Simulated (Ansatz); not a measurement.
Is this MgH2 structure stable?

It was reached by relaxing an invented guess, and it needn't be the stable form of this composition.

The calculation used Ansatz 0.2.0, DFT PBE, scalar-relativistic, plane waves, PAW. The final run on the 3-atom cell used 420 eV, a Γ-centred 12×12×6 mesh, 0.02 eV smearing and no spin polarisation.

```xyz
3
Lattice="3.0188 0.0000 0.0000 -1.5094 2.6144 0.0000 0.0000 0.0000 5.2396" Properties=species:S:1:pos:R:3 pbc="T T T"
Mg    0.0000    0.0000    0.0000
H     0.0000    1.7429    0.9317
H     1.5094    0.8715    4.3079
```

The zero of energy is the elements' standard structures at the same level (H₂ as a molecule); no fitted shifts are applied.

Task: These tests were run: energy against the elements; phonons on a 3×3×1 q mesh; elastic tensor. What do they show?

Result:

```
                       test                         result
energy against the elements                 −0.124 eV/atom
  phonons on a 3×3×1 q mesh  no imaginary mode on the mesh
             elastic tensor         least eigenvalue 0 GPa
```

It fails none of these tests. Other phases of the system weren't compared here, so this isn't yet thermodynamic stability.

No dispersion correction is applied, so the spacing and binding between layers, chains or molecules are poorly described. With hydrogen, zero-point motion can shift formation energies by some tens of meV/atom. The run for the phonons used a 12×12×6 k mesh. The run for the elastic tensor used a 12×12×6 k mesh.
